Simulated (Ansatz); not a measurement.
ZnO (P6_3/mmc), clamped-ion strain scan

These are results of Ansatz, DFT PBE+D3(BJ), scalar-relativistic, plane waves, PAW, not measurements. Cutoff 420 eV, Γ-centred 12×12×6 k-points, Gaussian smearing of 0.05 eV. No spin polarisation. Energies are free energies at this smearing, counted from the undisturbed cell; pressure is positive in compression.

Reference structure (relaxed at this level; this form isn't the usual structure):

```
CELL_PARAMETERS angstrom
3.26628 0.00000 0.00000
-1.63314 2.82868 0.00000
0.00000 0.00000 6.16885
ATOMIC_POSITIONS crystal
Zn 0.00000 0.00000 0.75000
Zn 0.00000 0.00000 0.25000
O 0.33333 0.66667 0.25000
O 0.66667 0.33333 0.75000
```

The cell is strained by ε times the Voigt pattern (0, 0, 1, 0, 0, 0) (xx, yy, zz, yz, xz, xy; engineering shear) with fractional coordinates fixed.

```tsv
ε	ΔE (meV/atom)
-0.1500	48.8
-0.1125	22.7
-0.0750	8.4
-0.0375	1.7
0.0000	0.0
0.0375	1.4
0.0750	4.7
0.1125	9.1
0.1312	11.6
0.1500	14.2
```

Q: Predict the pressure (GPa) at each point.

A:
| ε | pressure (GPa) |
| --- | --- |
| -0.1500 | 4.2 |
| -0.1125 | 2.4 |
| -0.0750 | 1.2 |
| -0.0375 | 0.5 |
| 0.0000 | 0.0 |
| 0.0375 | -0.3 |
| 0.0750 | -0.5 |
| 0.1125 | -0.5 |
| 0.1312 | -0.6 |
| 0.1500 | -0.6 |

Cost: 10 runs of about 0.31 core-minutes in all, on AMD EPYC 9R45 (Zen 5) (shared hosts).